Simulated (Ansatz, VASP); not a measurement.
One calculation of Rh, two programs

File INCAR:

```
SYSTEM = Rh
PREC = Accurate ; ENCUT = 520
EDIFF = 1E-7 ; ISMEAR = -1
SIGMA = 0.05 ; LREAL = .FALSE.
LASPH = .TRUE. ; NELM = 100
ALGO = Normal ; ISIF = 2
LWAVE = .FALSE. ; LCHARG = .FALSE.
GGA = CA ; NBANDS = 38
```

The input KPOINTS:

```
regular mesh
0
G
  11 11 3
  0 0 0
```

The input POSCAR:

```
Rh
1.0
    2.6367956413      0.0000000000      0.0000000000
   -1.3183978206      2.2835320100      0.0000000000
    0.0000000000      0.0000000000      8.6184672829
Rh
4
Direct
    0.6666666667      0.3333333333      0.7500000000
    0.0000000000      0.0000000000      0.5000000000
    0.3333333333      0.6666666667      0.2500000000
    0.0000000000      0.0000000000      0.0000000000
```

input.yaml

```yaml
crystal:
  lattice:
    - [2.6367956413, 0.0, 0.0]
    - [-1.3183978206, 2.28353201, 0.0]
    - [0.0, 0.0, 8.6184672829]
  atoms:
    - { symbol: Rh, position: [0.6666666667, 0.3333333333, 0.75] }
    - { symbol: Rh, position: [0.0, 0.0, 0.5] }
    - { symbol: Rh, position: [0.3333333333, 0.6666666667, 0.25] }
    - { symbol: Rh, position: [0.0, 0.0, 0.0] }
hamiltonian:
  xc: lda
  pseudopotentials: { kind: paw }
kpoints:
  mp_grid: { grid: [11, 11, 3] }
scf:
  occupations: { method: fermi_dirac, width: 0.05 }
output:
  forces: true
  stress: true
  eigenvalues: true
  write_density: true
  write_potential: true
  elf: true
  volumetric_format: npy
```

This isn't the form of Rh at room conditions, which is fcc.

Alike in both runs: task single point; functional LDA; k mesh 11 × 11 × 3; occupations fermi-dirac, width 0.05 eV; no spin polarisation.

|  | VASP | Ansatz |
| --- | --- | --- |
| version | VASP 6.6.1 | Ansatz 0.2.0 |
| potentials or method | VASP PAW LDA potentials, release 64 (Rh_pv) | Ansatz PAW |
| plane-wave cutoff (eV) | 520 | 420 |
| valence electrons in the cell | 60 | 68 |

```csv
,VASP,Ansatz,Ansatz less VASP
gap on the k mesh at the Fermi level (eV),none,none,-
pressure (GPa),8.0,7.0,-1.00
largest component of the traceless stress (GPa),1.28,1.29,+0.006
```

A gap of «none» marks a metal or a gap that the smearing closes. The two sets of potentials don't hold the same shells in valence.

Caveats: the PAW data sets come from PBE, with cores solved anew for the run's functional, which leaves a small shift of forces and pressure (Ansatz).
